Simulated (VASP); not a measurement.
## GaAs: single point with PBEsol

Crystal: GaAs.

```
CELL_PARAMETERS angstrom
0.00000 2.82685 2.82685
2.82685 0.00000 2.82685
2.82685 2.82685 0.00000
ATOMIC_POSITIONS crystal
Ga 0.00000 0.00000 0.00000
As 0.25000 0.25000 0.25000
```

| Item | Value |
| --- | --- |
| Program | VASP 6.6.1 |
| Task | single point |
| Functional | PBEsol |
| Potentials or basis | VASP PAW PBE potentials, release 64 (Ga_d, As) |
| Cutoff | 520 eV |
| k mesh | 7 × 7 × 7 |
| Occupations | fermi-dirac, width 0.02 eV |
| Spin | spin-orbit coupling, no magnetisation |

| Quantity | Value |
| --- | --- |
| Pressure | 0.3 GPa |
| Valence electrons inside the program's atomic spheres | Ga 11.68; As 2.83 |

Run time: 32 s on 4 MPI ranks on Intel(R) Xeon(R) Platinum 8488C (Sapphire Rapids) (shared host), peak memory 0.29 GiB a rank.

Caveat: the PAW data sets were made with another functional, which shifts forces and pressure a little.
